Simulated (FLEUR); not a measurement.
Gd:

```
CELL_PARAMETERS angstrom
3.63600 0.00000 0.00000
-1.81800 3.14887 0.00000
0.00000 0.00000 5.78260
ATOMIC_POSITIONS crystal
Gd 0.66667 0.33333 0.75000
Gd 0.33333 0.66667 0.25000
```

Base run:

```yaml
Program: FLEUR MaX-R8.1 (later development tree)
Functional: PBE
Potentials_or_basis: all-electron
Basis: FLAPW
Kmax: 4.1 1/bohr
k_mesh: 8 × 8 × 5
Occupations: fermi-dirac, width 0.05 eV
Spin: collinear spin, ferromagnetic start
Starting_moments: "[7.0, 7.0] μB"
```

Its results: net moment 15.23 μB per cell; site moments Gd +7.20 μB.

The run is repeated on the same cell with these changes: functional from PBE to LDA. What comes out?

Net moment 15.04 μB per cell; site moments Gd +7.14 μB.
